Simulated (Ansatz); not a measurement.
Wires are cut from relaxed bulk SiC (P6_3mc, 10.50 Å³/atom, gap on the mesh 2.31 eV); atoms and period are relaxed, and energies count from that bulk.

Computed with Ansatz, DFT PBE, scalar-relativistic, plane waves, PAW.

Cutoff 420 eV, Gaussian smearing of 0.05 eV, energies at zero smearing, symmetry of each start kept, collinear spin where a moment is listed.

```
                              start atoms k mesh excess energy (eV per host atom) line energy (eV/Å) period (Å) gap on the mesh (eV) highest filled level or Fermi level under vacuum (eV) size of the moment (μB per cell)
[001] wire, 14 host atoms a period*     14   1×1×7                             1.225               3.485       4.922                     0                                                   5.04                              1.69
 [001] wire, 28 host atoms a period     28   1×1×7                             0.826               4.515       5.119                     0                                                   4.69                              3.64
```

* ends far from its start.

Each run keeps its start's symmetry and one magnetic start, so lower states can exist.

Cost: 2 runs of about 110 core-minutes in all, on Intel Xeon Processor @ 2.70GHz (shared hosts).